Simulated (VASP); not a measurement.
# InH3 (P4/mmm) in VASP: further runs

The runs below take InH3 through relaxation of cell and atoms, single point, with PBE, RPBE, LMBJ.

Program: VASP 6.6.1. These are calculated values, not measurements. Logs are shortened: lines on timing, memory, paths and dates and some standing lists are left out, and cuts for length are marked.

### Step 1. The structure

It takes space group P4/mmm (No. 123, tetragonal). The conventional cell has a = 2.980 Å, b = 2.980 Å, c = 5.652 Å, α = 90.00°, β = 90.00°, γ = 90.00°. Around In (site symmetry 4/mmm) lie 4 In at 2.98 Å and 8 H at 3.19 Å. H (site symmetry mmm) has 2 H at 1.49 Å as nearest neighbours. Around H (site symmetry 4/mmm) lie 4 H at 1.49 Å.

The cell was built by a generator and needn't be a form met in nature.

### Step 2. Relaxation of cell and atoms, PBE

The input, INCAR:

```
SYSTEM = InH3
PREC = Accurate ; ENCUT = 600
EDIFF = 1E-6 ; ISMEAR = 0
SIGMA = 0.05 ; LREAL = .FALSE.
LASPH = .TRUE. ; NELM = 100
ALGO = Normal ; ISIF = 3
LWAVE = .FALSE. ; LCHARG = .FALSE.
GGA = PE ; IBRION = 2
NSW = 60 ; EDIFFG = -0.01
```

The input, KPOINTS:

```
regular mesh
0
G
  9 9 5
  0 0 0
```

The input, POSCAR:

```
InH3
1.0
    2.9799736100      0.0000000000      0.0000000000
    0.0000000000      2.9799736100      0.0000000000
    0.0000000000      0.0000000000      5.6516626700
In H
1 3
Direct
    0.0000000000      0.0000000000      0.0000000000
    0.5000000000      0.0000000000      0.5000000000
    0.0000000000      0.5000000000      0.5000000000
    0.5000000000      0.5000000000      0.5000000000
```

Potentials or basis: VASP PAW PBE potentials, release 64 (In_d, H).

Launch:

```sh
$ cat potpaw_PBE.64/In_d/POTCAR potpaw_PBE.64/H/POTCAR > POTCAR
$ mpirun -np 1 vasp_std > vasp.out
```

OUTCAR:

```text
SYSTEM = InH3
   PREC = Accurate
   ENCUT = 600
   EDIFF = 1E-6
   ISMEAR = 0
   LREAL = .FALSE.
   LASPH = .TRUE.
   NELM = 100
   ISIF = 3
   GGA = PE
   IBRION = 2
   NSW = 60
   EDIFFG = -0.01

 ion  position               nearest neighbor table
   1  0.000  0.000  0.000-
   2  0.500  0.000  0.500-
   3  0.000  0.500  0.500-
   4  0.500  0.500  0.500-

  LATTYP: Found a simple tetragonal cell.
 ALAT       =     2.9799736100
 C/A-ratio  =     1.8965478926

  Lattice vectors:

 A1 = (   2.9799736100,   0.0000000000,   0.0000000000)
 A2 = (   0.0000000000,   2.9799736100,   0.0000000000)
 A3 = (   0.0000000000,   0.0000000000,   5.6516626700)

Analysis of symmetry for initial positions (statically):
=====================================================================
 Subroutine PRICEL returns:
 Original cell was already a primitive cell.

 Routine SETGRP: Setting up the symmetry group for a
 simple tetragonal supercell.

 Subroutine GETGRP returns: Found 16 space group operations
 (whereof 16 operations were pure point group operations)
 out of a pool of 16 trial point group operations.

The static configuration has the point symmetry D_4h.

Analysis of symmetry for dynamics (positions and initial velocities):
=====================================================================
 Subroutine PRICEL returns:
 Original cell was already a primitive cell.

 Routine SETGRP: Setting up the symmetry group for a
 simple tetragonal supercell.

 Subroutine GETGRP returns: Found 16 space group operations
 (whereof 16 operations were pure point group operations)
 out of a pool of 16 trial point group operations.

The dynamic configuration has the point symmetry D_4h.

 Subroutine INISYM returns: Found 16 space group operations
 (whereof 16 operations are pure point group operations),
 and found     1 'primitive' translations

----------------------------------------------------------------------------------------

                                     Primitive cell

  volume of cell :      50.1881

  direct lattice vectors                    reciprocal lattice vectors
     2.979973610  0.000000000  0.000000000     0.335573442  0.000000000  0.000000000
     0.000000000  2.979973610  0.000000000     0.000000000  0.335573442  0.000000000
     0.000000000  0.000000000  5.651662670     0.000000000  0.000000000  0.176939081

  length of vectors
     2.979973610  2.979973610  5.651662670     0.335573442  0.335573442  0.176939081

  position of ions in fractional coordinates (direct lattice)
     0.000000000  0.000000000  0.000000000
     0.500000000  0.000000000  0.500000000
     0.000000000  0.500000000  0.500000000
     0.500000000  0.500000000  0.500000000

  ion indices of the primitive-cell ions
   primitive index   ion index
                 1           1
                 2           2
                 3           3
                 4           4

----------------------------------------------------------------------------------------

 KPOINTS: regular mesh

Automatic generation of k-mesh.
 Grid dimensions read from file:
 generate k-points for:    9    9    5

 Generating k-lattice:

  Cartesian coordinates                     Fractional coordinates (reciprocal lattice)
     0.037285938  0.000000000  0.000000000     0.111111111  0.000000000  0.000000000
     0.000000000  0.037285938  0.000000000     0.000000000  0.111111111  0.000000000
     0.000000000  0.000000000  0.035387816     0.000000000  0.000000000  0.200000000

  Length of vectors
     0.037285938  0.037285938  0.035387816

  Shift w.r.t. Gamma in fractional coordinates (k-lattice)
     0.000000000  0.000000000  0.000000000

 Subroutine IBZKPT returns following result:
 ===========================================

 Found     45 irreducible k-points:

 Following reciprocal coordinates:
            Coordinates               Weight
  0.000000  0.000000  0.000000      1.000000
  0.111111  0.000000  0.000000      4.000000
  0.222222  0.000000  0.000000      4.000000
  0.333333  0.000000  0.000000      4.000000
  0.444444  0.000000  0.000000      4.000000
  0.111111  0.111111  0.000000      4.000000
[... 16 lines left out ...]
  0.333333  0.111111  0.200000     16.000000
  0.444444  0.111111  0.200000     16.000000
 [... further k-points ...]
   k-points           NKPTS =     45   k-points in BZ     NKDIM =     45   number of bands    NBANDS=     12
   number of dos      NEDOS =    301   number of ions     NIONS =      4
   total plane-waves  NPLWV =  27648
   dimension x,y,z NGX =    24 NGY =   24 NGZ =   48
   dimension x,y,z NGXF=    48 NGYF=   48 NGZF=   96
   ions per type =               1   3
   NGX,Y,Z   is equivalent  to a cutoff of  13.39, 13.39, 14.12 a.u.
   NGXF,Y,Z  is equivalent  to a cutoff of  26.78, 26.78, 28.24 a.u.
 SYSTEM =  InH3
   PREC   = accura    normal or accurate (medium, high low for compatibility)
   ISTART =      0    job   : 0-new  1-cont  2-samecut
   ICHARG =      2    charge: 1-file 2-atom 10-const
   ISPIN  =      1    spin polarized calculation?
   LNONCOLLINEAR =      F non collinear calculations
   LSORBIT =      F    spin-orbit coupling
   LASPH  =      T    aspherical Exc in radial PAW
   ENCUT  =  600.0 eV  44.10 Ry    6.64 a.u.   5.95  5.95 11.29*2*pi/ulx,y,z
   NELM   =    100;   NELMIN=  2; NELMDL= -5     # of ELM steps
   EDIFF  = 0.1E-05   stopping-criterion for ELM
   LREAL  =      F    real-space projection
   EDIFFG = -.1E-01   stopping-criterion for IOM
   NSW    =     60    number of steps for IOM
   IBRION =      2    ionic relax: 0-MD 1-quasi-New 2-CG
   NFREE  =      1    steps in history (QN), initial steepest desc. (CG)
   ISIF   =      3    stress and relaxation
   ISYM   =      2    0-nonsym 1-usesym 2-fastsym
   POTIM  = 0.5000    time-step for ionic-motion
   TEBEG  =    0.0;   TEEND  =   0.0 temperature during run
   PSTRESS=    0.0 pullay stress
   NELECT =      16.0000    total number of electrons
   NUPDOWN=      -1.0000    fix difference up-down
   EMIN   =  10.00;   EMAX   =-10.00  energy-range for DOS
   EFERMI =   0.00;   METHOD = LEGACY
   ISMEAR =     0;   SIGMA  =   0.05  broadening in eV -4-tet -1-fermi 0-gaus
   EFERMI_NEDOS =   21; number of points for ismear=-14 and -15
   IALGO  =     38    algorithm
   IMIX   =      4    mixing-type and parameters
     AMIX     =   0.40;   BMIX     =  1.00
     AMIX_MAG =   1.60;   BMIX_MAG =  1.00
  volume/ion in A,a.u.               =      12.55        84.67
  Fermi-wavevector in a.u.,A,eV,Ry     =   1.118359  2.113392 17.017164  1.250726
  Thomas-Fermi vector in A             =   2.254989
   LORBIT       =      0    0 simple, 1 ext, 2 COOP (PROOUT), +10 PAW based schemes
   GGA     = PE    functional components
   LHFCALC =     F    Hartree Fock is set to
   AEXX    =    0.0000 exact exchange contribution
   IVDW    =     0    specifies the selected vdW correction
   LEPSILON=     F    determine dielectric tensor
   LRPA    =     F    only Hartree local field effects (RPA)
 conjugate gradient relaxation of ions
 non-spin polarized calculation
 Gauss-broadening in eV      SIGMA  =   0.05
  energy-cutoff  :      600.00
  volume of cell :       50.19
 maximum number of plane-waves:      1698
 NGX is ok and might be reduce to    24
   NGX = 11   NGY = 11   NGZ = 23

--------------------------------------- Ionic step        1  -------------------------------------------

 number of electron      16.0000010 magnetization

 Free energy of the ion-electron system (eV)
  ---------------------------------------------------
  ext. energy  EPLUGINS =         0.00000000
  ---------------------------------------------------
  free energy    TOTEN  =        -9.21483966 eV

  energy without entropy =       -9.21429132  energy(sigma->0) =       -9.21456549

------------------------ aborting loop because EDIFF is reached ----------------------------------------

  FORCE on cell =-STRESS in cart. coord.  units (eV):
  Direction    XX          YY          ZZ          XY          YZ          ZX
  --------------------------------------------------------------------------------------
  -------------------------------------------------------------------------------------
  Total       -1.9300890     -1.9300890     -2.0891028      0.0000000     -0.0000000      0.0000000
  in kB      -61.6150557    -61.6150557    -66.6913231      0.0000000     -0.0000000      0.0000000
  external PRESSURE =     -63.3071448 kB  Pullay stress =       0.0000000 kB
[... 822 lines left out ...]
 k-point    24 :       0.4444    0.1111    0.2000
  band No.  band energies     occupation
      1      -9.9918      2.00000
      2      -9.8153      2.00000
      3      -9.5644      2.00000
      4      -9.3536      2.00000
      5      -9.2269      2.00000
      6      -1.8779      2.00000
      7       0.6442      2.00000
      8       2.5319      2.00000
      9       4.6027      2.00000
     10       8.8988      0.00000
     11      11.7040      0.00000
     12      12.0625      0.00000

 [... further k-points ...]

[... ionic steps 4 to 19 ...]

--------------------------------------- Ionic step       20  -------------------------------------------

 number of electron      15.9999993 magnetization

------------------------ aborting loop because EDIFF is reached ----------------------------------------

  FORCE on cell =-STRESS in cart. coord.  units (eV):
  Direction    XX          YY          ZZ          XY          YZ          ZX
  --------------------------------------------------------------------------------------
  -------------------------------------------------------------------------------------
  Total       -0.0328771     -0.0328771      0.1186891      0.0000000     -0.0000000     -0.0000000
  in kB       -1.4416202     -1.4416202      5.2043670      0.0000000     -0.0000000     -0.0000000
  external PRESSURE =       0.7737089 kB  Pullay stress =       0.0000000 kB
[... 61 lines left out ...]
  energy  without entropy=       -9.5477693186  energy(sigma->0) =       -9.54822503

--------------------------------------- Ionic step       22  -------------------------------------------

 number of electron      15.9999993 magnetization

 Free energy of the ion-electron system (eV)
  ---------------------------------------------------
  ext. energy  EPLUGINS =         0.00000000
  ---------------------------------------------------
  free energy    TOTEN  =        -9.54876901 eV

  energy without entropy =       -9.54783720  energy(sigma->0) =       -9.54830311

 E-fermi :   5.6880     XC(G=0): -10.2836

 val. band max:        5.6828840744   @ k =   0.2222   0.2222   0.4000
 cond. band min:       5.7645699034   @ k =   0.2222   0.1111   0.4000
 fundamental gap:      0.0816858289
 Fermi energy:         5.6879902680

 k-point     1 :       0.0000    0.0000    0.0000
  band No.  band energies     occupation
      1      -9.6511      2.00000
      2      -9.3257      2.00000
      3      -8.7965      2.00000
      4      -8.7965      2.00000
      5      -8.6394      2.00000
      6      -5.5852      2.00000
      7       1.2991      2.00000
      8       5.0193      2.00000
      9       8.4341      0.00000
     10      12.6935      0.00000
     11      13.9597      0.00000
     12      13.9597      0.00000
[... 376 lines left out ...]
  FREE ENERGIE OF THE ION-ELECTRON SYSTEM (eV)
  ---------------------------------------------------
  free  energy   TOTEN  =        -9.5487690138 eV

  energy  without entropy=       -9.5478372043  energy(sigma->0) =       -9.54830311

 reached required accuracy - stopping structural energy minimisation
```

Wall time 2.6 min (1 thread of Intel Xeon Platinum 8559C (Emerald Rapids), shared host); peak memory 0.2 GiB.

What came out:

```
Free energy                            : -9.5488 eV
Relaxed volume                         : 9.15 Å³/atom
Relaxed cell                           : a = 2.906 Å, b = 2.906 Å, c = 4.334 Å, α = 90.00°, β = 90.00°, γ = 90.00°
Space group after relaxing (to 0.05 Å) : P4/mmm (No. 123)
Energy gained by relaxing              : 83.5 meV/atom
Ionic steps                            : 22
Pressure after relaxing                : 0.1 GPa
Band gap on the k mesh                 : none (metal or under the smearing width)
```

Step by step:
```csv
step,energy change (eV),largest force (eV/Å),pressure (GPa),volume (Å³)
1,0.0000,0.0000,-6.33,50.19
2,-0.1222,0.0000,-4.63,46.67
3,-0.2166,0.0000,-1.59,42.25
4,-0.2241,0.0000,0.87,40.18
5,-0.2252,0.0000,0.12,40.75
6,-0.2735,0.0000,0.10,39.63
7,-0.2901,0.0000,0.32,38.80
8,-0.2929,0.0000,0.43,38.42
9,-0.2974,0.0000,0.79,37.65
10,-0.3137,0.0000,2.36,36.09
11,-0.2706,0.0000,7.01,32.87
12,-0.3142,0.0000,3.00,35.61
13,-0.3149,0.0000,2.73,35.84
14,-0.3311,0.0000,-0.54,37.50
15,-0.3314,0.0000,-0.13,37.28
16,-0.3314,0.0000,-0.18,37.31
17,-0.3318,0.0000,-0.11,37.22
18,-0.3326,0.0000,-0.03,36.98
19,-0.3338,0.0000,0.30,36.47
20,-0.3336,0.0000,0.08,36.54
21,-0.3338,0.0000,0.22,36.49
22,-0.3339,0.0000,0.06,36.60
```

Final structure:
```cif
data_structure
_symmetry_space_group_name_H-M 'P 1'
_symmetry_Int_Tables_number 1
_cell_length_a 2.9058
_cell_length_b 2.9058
_cell_length_c 4.3343
_cell_angle_alpha 90.000
_cell_angle_beta 90.000
_cell_angle_gamma 90.000
_cell_volume 36.60
loop_
_atom_site_label
_atom_site_type_symbol
_atom_site_fract_x
_atom_site_fract_y
_atom_site_fract_z
_atom_site_occupancy
In1 In 0.00000 0.00000 0.00000 1
H1 H 0.50000 0.00000 0.50000 1
H2 H 0.00000 0.50000 0.50000 1
H3 H 0.50000 0.50000 0.50000 1
```

Caveat: the volume moved by over 15 % at a fixed basis, so the end points are rough.

### Step 3. Relaxation of cell and atoms, RPBE

The input, INCAR:

```
SYSTEM = InH3
PREC = Accurate
ENCUT = 600
EDIFF = 1E-6
ISMEAR = 0
SIGMA = 0.05
LREAL = .FALSE.
LASPH = .TRUE.
NELM = 80
ALGO = Normal
ISIF = 3
LWAVE = .FALSE.
LCHARG = .FALSE.
GGA = RP
IBRION = 2
NSW = 60
EDIFFG = -0.005
```

KPOINTS is that of step 2.

POSCAR is that of step 2.

Potentials or basis: VASP PAW PBE potentials, release 64 (In_d, H).

Launch:

```sh
$ cat potpaw_PBE.64/In_d/POTCAR potpaw_PBE.64/H/POTCAR > POTCAR
$ mpirun -np 1 vasp_std > vasp.out
```

Wall time 87 s (1 thread of Intel Xeon Platinum 8559C (Emerald Rapids), shared host); peak memory 0.19 GiB.

It converged, with:

| Quantity | Value |
| --- | --- |
| Free energy | -9.0369 eV |
| Relaxed volume | 10.04 Å³/atom |
| Relaxed cell | a = 2.851 Å, b = 2.851 Å, c = 4.943 Å, α = 90.00°, β = 90.00°, γ = 90.00° |
| Space group after relaxing (to 0.05 Å) | P4/mmm (No. 123) |
| Energy gained by relaxing | 48.5 meV/atom |
| Ionic steps | 11 |
| Pressure after relaxing | 0.0 GPa |
| Band gap on the k mesh | none (metal or under the smearing width) |

Step by step:
| step | energy change (eV) | largest force (eV/Å) | pressure (GPa) | volume (Å³) |
| --- | --- | --- | --- | --- |
| 1 | 0.0000 | 0.0000 | -4.90 | 50.19 |
| 2 | -0.0751 | 0.0000 | -3.66 | 47.45 |
| 3 | -0.1322 | 0.0000 | -1.46 | 44.04 |
| 4 | -0.0741 | 0.0000 | 6.21 | 37.72 |
| 5 | -0.1435 | 0.0000 | -0.32 | 42.43 |
| 6 | -0.1444 | 0.0000 | 0.35 | 41.79 |
| 7 | -0.1786 | 0.0000 | 0.43 | 40.73 |
| 8 | -0.1903 | 0.0000 | 0.79 | 39.92 |
| 9 | -0.1914 | 0.0000 | 0.95 | 39.63 |
| 10 | -0.1917 | 0.0000 | 0.99 | 39.44 |
| 11 | -0.1942 | 0.0000 | 0.02 | 40.17 |

Final structure:
```
In H
1.0
     2.85096    0.00000    0.00000
     0.00000    2.85096    0.00000
     0.00000    0.00000    4.94254
In H
1 3
Cartesian
  2.8510 0.0000 0.0000
  1.4255 0.0000 2.4713
  2.8510 1.4255 2.4713
  1.4255 1.4255 2.4713
```

Levels at points of the mesh, in eV from the Fermi level:
```
           k point  band 4  band 5  band 6  band 7  band 8  band 9  band 10  band 11  band 12
(0.00, 0.00, 0.00)  -14.66  -14.47  -10.82   -6.24   -1.55    3.20     7.61     9.30     9.30
```

Caveat: the volume moved by over 15 % at a fixed basis, so the end points are rough; the PAW data sets were made with another functional, which shifts forces and pressure a little.

### Step 4. Single point, LMBJ

The input, POSCAR:

```
InH3
1.0
    2.9799736100      0.0000000000      0.0000000000
    0.0000000000      2.9799736100      0.0000000000
    0.0000000000      0.0000000000      5.6516626700
In H
1 3
Cartesian
    0.0000000000      0.0000000000      0.0000000000
    1.4899868050      0.0000000000      2.8258313350
    0.0000000000      1.4899868050      2.8258313350
    1.4899868050      1.4899868050      2.8258313350
```

The input, INCAR.step1:

```
PREC = Accurate
ENCUT = 520
EDIFF = 1E-5
ISMEAR = -1
SIGMA = 0.05
LREAL = F
LASPH = T
NELM = 80
ALGO = Normal
ISIF = 2
LWAVE = T
LCHARG = F
AMIX = 0.2
BMIX = 1E-4
AMIX_MAG = 0.8
BMIX_MAG = 1E-4
ISYM = 1
GGA = PE
```

The input, INCAR.step2:

```
PREC = Accurate
ENCUT = 520
EDIFF = 1E-6
ISMEAR = -1
SIGMA = 0.05
LREAL = F
LASPH = T
NELM = 80
ALGO = Normal
ISIF = 2
LWAVE = F
LCHARG = F
METAGGA = LMBJ
AMIX = 0.2
BMIX = 1E-4
AMIX_MAG = 0.8
BMIX_MAG = 1E-4
ISYM = 1
ISTART = 1
```

The input, KPOINTS:

```
Automatic mesh
0
Gamma
  9 9 5
```

Launch:

```sh
$ cat potpaw_PBE.64/In_d/POTCAR potpaw_PBE.64/H/POTCAR > POTCAR
$ cp INCAR.step1 INCAR
$ mpirun -np 1 vasp_std > vasp.out
$ cp INCAR.step2 INCAR
$ mpirun -np 1 vasp_std > vasp.out
```

Run time: 1.7 min. Hardware: 1 thread of Intel Xeon Platinum 8559C (Emerald Rapids), shared host; peak memory 0.19 GiB.

It converged, with:

- Band gap on the k mesh: none (metal or under the smearing width)

Levels at points of the mesh, in eV from the Fermi level:
```tsv
k point	band 4	band 5	band 6	band 7	band 8	band 9	band 10	band 11	band 12
(0.00, 0.00, 0.00)	-15.40	-15.23	-9.12	-6.45	-0.89	3.32	7.57	8.94	8.94
```

Caveat: the PAW data sets were made with another functional, which shifts forces and pressure a little.

### Step 5. For comparison

An earlier run on the cell as given: functional PBE; potentials or basis VASP PAW PBE potentials, release 64 (In_d, H); cutoff 520 eV; k mesh 9 × 9 × 5; occupations fermi-dirac, width 0.05 eV; no spin polarisation.

* Pressure: -6.4 GPa
* Band gap on the k mesh: none (metal or under the smearing width)

### Step 6. The runs side by side

```csv
task,level,cell,cutoff (eV),smearing,other keys,gap on the mesh (eV),pressure (GPa),relaxed volume (Å³/atom)
relaxation of cell and atoms,PBE,relaxed,600,gaussian 0.05 eV,-,none,0.1,9.15
relaxation of cell and atoms,RPBE,relaxed,600,gaussian 0.05 eV,-,none,0.0,10.04
single point,LMBJ,as given,520,fermi-dirac 0.05 eV,AMIX = 0.2; BMIX = 0.0001; AMIX_MAG = 0.8; BMIX_MAG = 0.0001; ISYM = 1,none,-,-
single point,PBE,as given,520,fermi-dirac 0.05 eV,-,none,-6.4,-
```

Alike in all rows: potentials or basis VASP PAW PBE potentials, release 64 (In_d, H); no spin polarisation; k mesh 9 × 9 × 5.

Caveats: the volume moved by over 15 % at a fixed basis, so the end points are rough (some runs); the PAW data sets were made with another functional, which shifts forces and pressure a little (some runs).

Absolute energies hang on the potentials; compare differences alone.
